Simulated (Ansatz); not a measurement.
# WC under changes of volume

One of the cells (10.542 Å³/atom); the others are scaled copies at fixed shape and fractional positions:

```
CELL_PARAMETERS angstrom
0.00000 2.19268 2.19268
2.19268 0.00000 2.19268
2.19268 2.19268 0.00000
ATOMIC_POSITIONS crystal
W 0.00000 0.00000 0.00000
C 0.50000 0.50000 0.50000
```

Measurements of this composition are mostly on another form, of space group No. 187.

```yaml
Program: Ansatz 0.2.0
Functional: r2SCAN
Potentials_or_basis: Ansatz PAW
Cutoff: "500 eV (not typed: the program's choice for these potentials)"
k_mesh: 10 × 10 × 10
Occupations: fermi-dirac, width 0.05 eV
Spin: no spin polarisation
```

```tsv
volume (Å³/atom)	energy over the lowest point (meV/atom)	pressure (GPa)
9.910	?	?
10.120	8.28	10.6
10.331	0.00	2.2
10.542	2.23	-5.4
10.753	13.89	-12.2
10.964	34.05	-18.3
11.175	61.82	-23.8
```

Question: What does the run at 9.910 Å³/atom give?

Answer: Energy over the lowest point 28.27 meV/atom; pressure 20.0 GPa.

Worked out: A Birch-Murnaghan fit of order 3 (a polynomial in V^(-2/3)) to the other rows has its minimum at 10.39 Å³/atom with B0 = V·E''(V) = 381 GPa and B' = 4.3. It gives 28.14 meV/atom at 9.910 Å³/atom, against the run's 28.27, and -dE/dV = 19.9 GPa, against 20.0.

Energies are extrapolated to zero smearing.

Caveats: the PAW data sets come from PBE, with cores solved anew for the run's functional, which leaves a small shift of forces and pressure.
